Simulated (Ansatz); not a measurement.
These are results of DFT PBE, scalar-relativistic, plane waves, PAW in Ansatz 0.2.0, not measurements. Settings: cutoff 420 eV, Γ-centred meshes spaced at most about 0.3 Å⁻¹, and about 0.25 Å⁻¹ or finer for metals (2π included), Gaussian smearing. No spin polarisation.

Formation energies are uncorrected and count from the elements' standard states at the same level.

All energies are static (0 K, no zero-point motion). Weakly bound directions are ill-defined at this level, which has no dispersion term. Kohn–Sham gaps at this level usually fall short of measured ones.

Other known phases may be missing.

A binary system X–Z gave these lowest structures (from databases or invented), with X the less electronegative element:

```tsv
x(Z)	space group	V (Å³/atom)	ΔE_f (eV/atom)	gap on mesh (eV)
0.250	Pmm2 (No. 25)	14.7	-0.13	0.00
0.333	Pmmn (No. 59)	11.8	-0.24	0.00
0.400	R-3m (No. 166)	10.2	-0.30	0.00
0.500	Fm-3m (No. 225)	8.0	-0.42	2.98
0.600	Pm (No. 6)	8.0	-0.05	0.00
0.667	I4/mmm (No. 139)	6.6	0.17	0.00
0.714	R-3m (No. 166)	5.7	0.35	0.00
0.727	R-3m (No. 166)	14.3	0.01	0.00
0.750	P6_3/mmc (No. 194)	9.3	0.26	0.00
0.778	C2/m (No. 12)	7.1	0.27	0.00
0.833	P6/mmm (No. 191)	11.3	0.43	0.00
```

Problem. X is an s-block element of period 2 and Z is an s-block element of period 1. Which are they?

Solution. X = Li, Z = H. The deepest point is LiH (Fm-3m, 8.0 Å³/atom, -0.42 eV/atom). Other pairs may give like rows; this one was computed.

Some structure types and database cells were kept out of the candidates from the start, so a known form may be missing.
